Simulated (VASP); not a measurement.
Computed with PBE GGA, VASP's PBE PAW potentials (set 64) (plane waves; VASP 6.6.1).

The input files of a VASP run:

INCAR:
```
SYSTEM = CaF2
PREC = Accurate
ENCUT = 520
EDIFF = 1E-6
NELM = 100
ALGO = Normal
LREAL = .FALSE.
LASPH = .TRUE.
ISMEAR = 0
SIGMA = 0.05
GGA = PE
LWAVE = .FALSE.
LCHARG = .FALSE.
ISIF = 2
```

**POSCAR**
```
CaF2
1.0
  0.0000000000   2.7300000000   2.7300000000
  2.7300000000   0.0000000000   2.7300000000
  2.7300000000   2.7300000000   0.0000000000
Ca F
1 2
Cartesian
  0.0000000000   0.0000000000   0.0000000000
  1.3650000000   1.3650000000   1.3650000000
  4.0950000000   4.0950000000   4.0950000000
```

File KPOINTS:
```
Automatic mesh
0
Gamma
5 5 5
0 0 0
```

POTCAR, in this order: Ca_sv F (PBE.64 set). Program: vasp_std.

Output of the run:

**OSZICAR**
```
       N       E                     dE             d eps       ncg     rms          rms(c)
DAV:   1     0.231511902909E+03    0.23151E+03   -0.14015E+04   320   0.152E+03
DAV:   2    -0.848913382227E+01   -0.24000E+03   -0.23841E+03   408   0.397E+02
DAV:   3    -0.182373927117E+02   -0.97483E+01   -0.97402E+01   368   0.915E+01
DAV:   4    -0.186287555944E+02   -0.39136E+00   -0.39131E+00   544   0.136E+01
DAV:   5    -0.186318691309E+02   -0.31135E-02   -0.31135E-02   352   0.135E+00    0.802E+00
DAV:   6    -0.172996271456E+02    0.13322E+01   -0.72383E+00   336   0.191E+01    0.310E+00
DAV:   7    -0.173046610501E+02   -0.50339E-02   -0.19134E-01   432   0.389E+00    0.166E+00
DAV:   8    -0.173228161556E+02   -0.18155E-01   -0.33044E-02   400   0.227E+00    0.203E-01
DAV:   9    -0.173270850724E+02   -0.42689E-02   -0.79764E-03   400   0.717E-01    0.132E-01
DAV:  10    -0.173280257895E+02   -0.94072E-03   -0.13703E-03   384   0.274E-01    0.373E-02
DAV:  11    -0.173280380078E+02   -0.12218E-04   -0.11964E-04   432   0.104E-01    0.156E-02
DAV:  12    -0.173280449133E+02   -0.69054E-05   -0.20474E-05   400   0.447E-02    0.273E-03
DAV:  13    -0.173280454651E+02   -0.55181E-06   -0.38967E-06   432   0.159E-02
   1 F= -.17328045E+02 E0= -.17328045E+02  d E =-.214632E-22
```

**OUTCAR**
```
------------------------ aborting loop because EDIFF is reached ----------------------------------------
  FORCE on cell =-STRESS in cart. coord.  units (eV):
  Direction    XX          YY          ZZ          XY          YZ          ZX
  --------------------------------------------------------------------------------------
  Total        0.6625183      0.6625183      0.6625183      0.0000000     -0.0000000      0.0000000
  in kB       26.0849797     26.0849797     26.0849797      0.0000000     -0.0000000      0.0000000
  external PRESSURE =      26.0849797 kB  Pullay stress =       0.0000000 kB
  volume of cell :       40.69
      direct lattice vectors                 reciprocal lattice vectors
     0.000000000  2.730000000  2.730000000    -0.183150183  0.183150183  0.183150183
     2.730000000  0.000000000  2.730000000     0.183150183 -0.183150183  0.183150183
     2.730000000  2.730000000  0.000000000     0.183150183  0.183150183 -0.183150183
 POSITION                                       TOTAL-FORCE (eV/Angst)
 -----------------------------------------------------------------------------------
      0.00000      0.00000      0.00000         0.000000      0.000000     -0.000000
      1.36500      1.36500      1.36500         0.000000      0.000000      0.000000
      4.09500      4.09500      4.09500        -0.000000     -0.000000     -0.000000
 -----------------------------------------------------------------------------------
    total drift:                                0.000000     -0.000000      0.000000
  FREE ENERGIE OF THE ION-ELECTRON SYSTEM (eV)
  ---------------------------------------------------
  free  energy   TOTEN  =       -17.3280454651 eV

  energy  without entropy=      -17.3280454651  energy(sigma->0) =      -17.32804547
```
(Selected blocks of OUTCAR.)

The compound is CaF2 in the fluorite structure. The cell was not relaxed at this level.
